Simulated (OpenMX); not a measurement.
Crystal: Rh.

```
Rh
1.0
     0.00000    1.89785    1.89785
     1.89785    0.00000    1.89785
     1.89785    1.89785    0.00000
Rh
1
Direct
  0.00000 0.00000 0.00000
```

```yaml
Program: OpenMX 3.8.5
Task: single point
Functional: PBE
Potentials_or_basis: OpenMX 2013 PBE set, Rh7.0-s3p2d2, grid cutoff 400 Ry
k_mesh: 13 × 13 × 13
Occupations: fermi-dirac, width 0.05 eV
Spin: no spin polarisation
```

On this cell: pressure 15.0 GPa; band gap on the k mesh none (metal or under the smearing width).

The same run follows on a disturbed copy (cell strained at random at fixed volume):

```
CELL_PARAMETERS angstrom
-0.03933 1.88309 1.96246
1.90193 0.03281 1.89032
1.92465 1.83367 0.01009
ATOMIC_POSITIONS crystal
Rh 0.00477 0.00350 0.99418
```

Q: What changes?

A: The energy (extrapolated to zero smearing) moves by +42.1 meV/atom; pressure 16.3 GPa; band gap on the k mesh none (metal or under the smearing width).

Caveats: the basis of atomic orbitals isn't converged, which shifts pressures, moduli and gaps.
